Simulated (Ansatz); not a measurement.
Si:

```xyz
4
Lattice="0.0000 2.6599 4.6432 2.4223 0.0000 4.6432 2.4223 2.6599 0.0000" Properties=species:S:1:pos:R:3 pbc="T T T"
Si    2.4223    2.6599    2.0452
Si    2.4223    2.6599    7.2413
Si    2.4223    1.4502    4.6432
Si    2.4223    3.8696    4.6432
```

This isn't the form of Si at room conditions, which is diamond.

* Program: Ansatz 0.2.0
* Task: single point
* Functional: PBE
* Potentials or basis: Ansatz PAW
* Cutoff: 420 eV (not typed: the program's choice for these potentials)
* k mesh: 8 × 8 × 8
* Occupations: fermi-dirac, width 0.05 eV
* Spin: no spin polarisation

On this cell: pressure 3.4 GPa; largest force 0.117 eV/Å; band gap on the k mesh none (metal or under the smearing width).

The same run follows on a disturbed copy (atoms moved at random, drawn with an rms of 0.05 Å):

```
CELL_PARAMETERS angstrom
0.00000 2.65990 4.64324
2.42227 0.00000 4.64324
2.42227 2.65990 0.00000
ATOMIC_POSITIONS crystal
Si 0.21836 0.21977 0.79595
Si 0.81095 0.77018 0.21343
Si 0.26187 0.73149 0.27147
Si 0.73314 0.26368 0.71974
```

Q: What does the disturbed cell give?

A: The energy (extrapolated to zero smearing) moves by +26.1 meV/atom; pressure 4.8 GPa; largest force 1.104 eV/Å; band gap on the k mesh none (metal or under the smearing width).

Forces in eV/Å, atoms in the order of the input:
```
Si  -0.446 -0.047  0.050
Si   0.399 -0.329 -0.975
Si  -0.333  0.581  0.640
Si   0.380 -0.206  0.285
```

Stress tensor (GPa, compression positive):
```
4.01 0.26 0.16
0.26 5.02 1.02
0.16 1.02 5.51
```
